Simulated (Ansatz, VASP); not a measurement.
One calculation of Si, two programs

The input INCAR:

```
SYSTEM = Si
ALGO = Normal ; EDIFF = 1E-8
ENCUT = 520 ; ISIF = 2
ISMEAR = -1 ; LASPH = .TRUE.
LCHARG = .FALSE. ; LEFG = .TRUE.
LREAL = .FALSE. ; LWAVE = .FALSE.
NBANDS = 11 ; NELM = 80
PREC = Accurate ; SIGMA = 0.05
```

File KPOINTS:

```
k-points
0
G
  16 16 16
  0 0 0
```

POSCAR

```
Si
1.0
   -2.2510000000      2.3685000000      1.3132500000
    2.2510000000     -2.3685000000      1.3132500000
    2.2510000000      2.3685000000     -1.3132500000
Si
2
Direct
    0.8070000000      0.5570000000      0.2500000000
    0.1930000000      0.4430000000      0.7500000000
```

Input for Ansatz:

```yaml
crystal:
  lattice:
    - [-2.251, 2.3685, 1.31325]
    - [2.251, -2.3685, 1.31325]
    - [2.251, 2.3685, -1.31325]
  atoms:
    - { symbol: Si, position: [0.807, 0.557, 0.25] }
    - { symbol: Si, position: [0.193, 0.443, 0.75] }
kpoints:
  mp_grid: { grid: [16, 16, 16] }
scf:
  occupations: { method: fermi_dirac, width: 0.05 }
hamiltonian:
  xc: lda
  pseudopotentials: { kind: paw }
output:
  forces: true
  stress: true
  eigenvalues: true
  efg: { contact_densities: true }
```

Change from the starting cell: zz strain of +3 %, PAW files.

Alike in both runs: task electric field gradients; functional LDA; k mesh 16 × 16 × 16; occupations fermi-dirac, width 0.05 eV; no spin polarisation.

```csv
,VASP,Ansatz
version,VASP 6.6.1,Ansatz 0.2.0
potentials or method,"VASP PAW LDA potentials, release 64 (Si)","PAW with Ansatz's default frozen-core files, scalar-relativistic"
plane-wave cutoff (eV),520,420
valence electrons in the cell,8,8
```

```tsv
	VASP	Ansatz	Ansatz less VASP
pressure (GPa)	6.8	6.7	-0.11
largest component of the traceless stress (GPa)	3.79	3.77	-0.025
rms of the force components (eV/Å)	0.030	0.030	-0.0004
Vzz of the field gradient on the site that differs most (V/Å²)	-29.6	-28.8	+0.79
```

Atom by atom the forces differ by 0.000 eV/Å (rms over components).
